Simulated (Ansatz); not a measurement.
# Two-dimensional strain map in Al2O3

Method: Ansatz 0.2.0, DFT PBE+D3(BJ), scalar-relativistic, plane waves, PAW. Settings: plane waves to 420 eV, k-mesh 12×12×4 (Γ-centred), Gaussian smearing 0.05 eV. No spin polarisation. Energies are free energies at this smearing, counted from the undisturbed cell; pressure is positive in compression.

The starting cell (as given, not relaxed at this level; it stands at -1.7 GPa; this form isn't the usual structure):

```
CELL_PARAMETERS angstrom
2.88432 0.00000 0.00000
-1.44216 2.49790 0.00000
0.00000 0.00000 9.33675
ATOMIC_POSITIONS crystal
Al 0.00000 0.00000 0.14999
Al 0.00000 0.00000 0.85001
O 0.33333 0.66667 0.22232
O 0.66667 0.33333 0.00000
O 0.33333 0.66667 0.77768
```

The cell is strained by p along both x and y and by q along z, fractional coordinates fixed. Points are written (p, q).

Energy above the undisturbed cell in meV/atom (a dash: not computed):

```
 p \ q  -0.030  -0.015  0.000  0.015  0.030
-0.030    38.6    30.4      ?   27.1   31.5
-0.015    11.9     5.7    3.8    5.8   11.7
 0.000     4.9       ?    0.0    3.4      ?
 0.015    15.2    12.3   13.2   17.9   26.0
 0.030       ?    39.5   41.6   47.3   56.4
```

Q: Fill in the withheld energies.

A: (-0.030, 0.000): 26.7; (0.000, -0.015): 0.4; (0.000, 0.030): 10.5; (0.030, -0.030): 41.1.

Cost: 25 runs of about 4.9 core-minutes in all, on Intel Xeon Processor @ 2.50GHz (Skylake/Cascade Lake) (shared hosts).